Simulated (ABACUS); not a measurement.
CoO in ABACUS: the effect of strain along c

CoO:

```
Co O
1.0
     1.50547    0.92081    2.36747
    -1.50547    0.92081    2.36747
     0.00000   -1.63406    2.29353
Co O
1 1
Direct
  0.00000 0.00000 0.00000
  0.50000 0.50000 0.50000
```

The cell is a database's computed one.

The cell isn't the ideal one: cell strained by -0.06 along c.

Alike in all runs:

| Property | Result |
| --- | --- |
| Program | ABACUS 3.10.1 |
| Task | relaxation of the atoms |
| Functional | PBE |
| Potentials or basis | PseudoDojo NC SR 0.4.1 PBE standard |
| Cutoff | 1361 eV |
| Density cutoff | 5442 eV |
| Basis | DZP LCAO (the cutoffs set its grid) |
| k mesh | 8 × 8 × 8 |
| Occupations | fermi-dirac, width 0.05 eV |
| Spin | collinear spin, ferromagnetic start |
| Starting moments | [2.0, 0.0] μB |
| Radial cutoff of the potentials (pseudo_rcut) | 7 bohr |
| Orbital files | Co Co_confined-atom_7au_3s2p2d1f.orb, O O_confined-atom_6au_2s2p1d.orb |
| Max steps of the relaxation | 60 |
| Force threshold | 0.005 eV/Å |
| Optimiser | cg |

Each run relaxes the cell or the atoms first.

Question: One run gave: pressure 6.2 GPa; moment 2.91 μB. Which strain along c did it use?
A. -0.03
B. 0.06
C. 0
D. -0.06
E. 0.03

Answer: A.

```tsv
strain along c	pressure (GPa)	moment (μB)
-0.06	12.6	2.84
-0.03	6.2	2.91
0	0.6	2.97
0.03	-4.5	2.99
0.06	-8.9	2.99
```

Caveats: the atomic orbitals were generated for these runs and aren't a published set; the relaxation stopped at its first step, so nothing moved; the basis of atomic orbitals isn't converged, which shifts pressures, moduli and gaps; a cell with one magnetic atom can't hold antiferromagnetic order, which such compounds often take.
